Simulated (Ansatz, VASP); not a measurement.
**Pb: VASP beside Ansatz**

INCAR

```
SYSTEM = Pb
PREC = Accurate
ENCUT = 520
EDIFF = 1E-6
ISMEAR = -1
SIGMA = 0.05
LREAL = .FALSE.
LASPH = .TRUE.
NELM = 100
ALGO = Fast
ISIF = 2
LWAVE = .FALSE.
LCHARG = .FALSE.
GGA = PE
NBANDS = 13
```

KPOINTS

```
Automatic mesh
0
G
  9 9 9
  0 0 0
```

The input POSCAR:

```
Pb
1.0
    0.0194616710      2.4791808022      2.4690556172
    2.5194328359     -0.0067912405      2.4953085288
    2.4977579941      2.4837588720      0.0148836013
Pb
1
Direct
    0.0000000000      0.0000000000      0.0000000000
```

File input.yaml:

```yaml
crystal:
  lattice:
    - [0.019461671, 2.4791808022, 2.4690556172]
    - [2.5194328359, -0.0067912405, 2.4953085288]
    - [2.4977579941, 2.483758872, 0.0148836013]
  atoms:
    - { symbol: Pb, position: [0.0, 0.0, 0.0] }
kpoints:
  mp_grid: { grid: [9, 9, 9] }
scf:
  occupations: { method: fermi_dirac, width: 0.05 }
hamiltonian:
  xc: pbe
  pseudopotentials: { kind: all_electron, lapw: { basis_error: 0.0005 } }
output:
  forces: true
  stress: true
  eigenvalues: true
```

Change from the starting cell: volume scaled by 1.02.

Alike in both runs: task single point; functional PBE; k mesh 9 × 9 × 9; occupations fermi-dirac, width 0.05 eV; no spin polarisation.

|  | VASP | Ansatz |
| --- | --- | --- |
| version | VASP 6.6.1 | Ansatz 0.2.0 |
| potentials or method | VASP PAW PBE potentials, release 64 (Pb_d) | all-electron LAPW, scalar-relativistic |
| plane-wave cutoff (eV) | 520 | see its input |

```tsv
	VASP	Ansatz	Ansatz less VASP
gap on the k mesh at the Fermi level (eV)	none	none	-
pressure (GPa)	1.6	1.6	+0.03
largest component of the traceless stress (GPa)	0.56	0.55	-0.002
```

A gap of «none» marks a metal or a gap that the smearing closes. Ansatz ran all-electron here, so the differences hold the error of VASP's frozen core and of both bases.

The runs have no spin-orbit coupling, so splittings on Pb are missing.
